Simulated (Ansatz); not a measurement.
**GaAs in Ansatz: the effect of functional**

The system is GaAs.

```
CELL_PARAMETERS angstrom
0.00000 2.82685 2.82685
2.82685 0.00000 2.82685
2.82685 2.82685 0.00000
ATOMIC_POSITIONS crystal
As 0.75000 0.75000 0.75000
Ga 0.00000 0.00000 0.00000
```

Alike in all runs:

```yaml
Program: Ansatz 0.2.0
Task: single point
Potentials_or_basis: all-electron PAW datasets made for the crystal
k_mesh: 6 × 6 × 6
Occupations: fermi-dirac, width 0.05 eV
Spin: no spin polarisation
```

Task: One run gave: gap on the mesh 0.52 eV. Which functional did it use?
A. HSE06
B. PBEsol
C. PBE
D. PBE0

Result: C.

```tsv
functional	cutoff	gap on the mesh (eV)
PBE	220 eV	0.52
HSE06	360 eV	1.43
PBE0	360 eV	2.02
PBEsol	220 eV	0.44
```

A k mesh can miss the band edges.

Not every run made on this cell is shown here.
